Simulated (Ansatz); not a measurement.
# ZnS: a tetragonal deformation path

One table from this session's results is given with a row withheld; the runs are named, their logs left out.

Computed with Ansatz 0.2.0 (DFT PBEsol, scalar-relativistic, plane waves, PAW, unless a step's input says otherwise).

## Starting point

Symmetry: F-43m, No. 216, cubic system. Conventional cell: a = 5.409 Å, b = 5.409 Å, c = 5.409 Å, α = 90.00°, β = 90.00°, γ = 90.00°. Around Zn (site symmetry -43m) lie 4 S at 2.34 Å. Around S (site symmetry -43m) lie 4 Zn at 2.34 Å.

As a file:

```xyz
2
Lattice="0.0000 2.7046 2.7046 2.7046 0.0000 2.7046 2.7046 2.7046 0.0000" Properties=species:S:1:pos:R:3 pbc="T T T"
Zn    0.0000    0.0000    0.0000
S     4.0570    4.0570    4.0570
```

No relaxation comes first: the listed cell is the starting point.

Set-up of the first run:

At fixed volume and fractional coordinates, lengths along (0.000, 0.000, 1.000) are scaled against those across it; ρ is that ratio over its starting value.

Contents of input.yaml:

```yaml
crystal:
  lattice:
    - [0.0, 3.0360198112, 2.1464660065]
    - [3.0360198112, 0.0, 2.1464660065]
    - [3.0360198112, 3.0360198112, 0.0]
  atoms:
    - { symbol: Zn, position: [0.0, 0.0, 0.0] }
    - { symbol: S, position: [0.75, 0.75, 0.75] }
basis:
  ecutwfc: 420
kpoints:
  mp_grid: { grid: [10, 10, 10] }
hamiltonian:
  xc: pbesol
scf:
  occupations: { method: gaussian, width: 0.05 }
output:
  forces: true
  stress: true
  eigenvalues: true
```

Among the steps run: ρ = 0.707; Point ρ = 1.414; ρ = 0.850; ρ = 1.200; Point ρ = 0.780; ρ = 1.300.

One of the session's tables, all rows but one given; the rest of the session is left out.

The scan, with free energies counted from the undisturbed cell:

| ρ | ΔE (meV/atom) | pressure (GPa) | gap on the mesh (eV) |
| --- | --- | --- | --- |
| 0.707 | 148.4 | -5.1 | 1.21 |
| 0.780 | ? | ? | ? |
| 0.850 | 38.8 | -2.8 | 1.62 |
| 1.000 | 0.0 | -2.2 | 1.96 |
| 1.200 | 72.9 | -2.9 | 1.50 |
| 1.300 | 164.3 | -3.5 | 1.06 |
| 1.414 | 310.6 | -4.1 | 0.33 |

Estimate the missing values for ρ = 0.780.

Worked estimate for «ΔE (meV/atom)». A straight line through the neighbours (0.707, 148.4) and (0.850, 38.8) gives 148.4 + (38.8 − 148.4) × (0.780 − 0.707) / (0.850 − 0.707) = 92.5; a parabola fitted to 3 rows on both sides gives 83.6.

**Answer.** ΔE (meV/atom): 82.9; pressure (GPa): -3.7; gap on the mesh (eV): 1.46. In «ΔE (meV/atom)» the line misses by +9.6 and the parabola by +0.7.
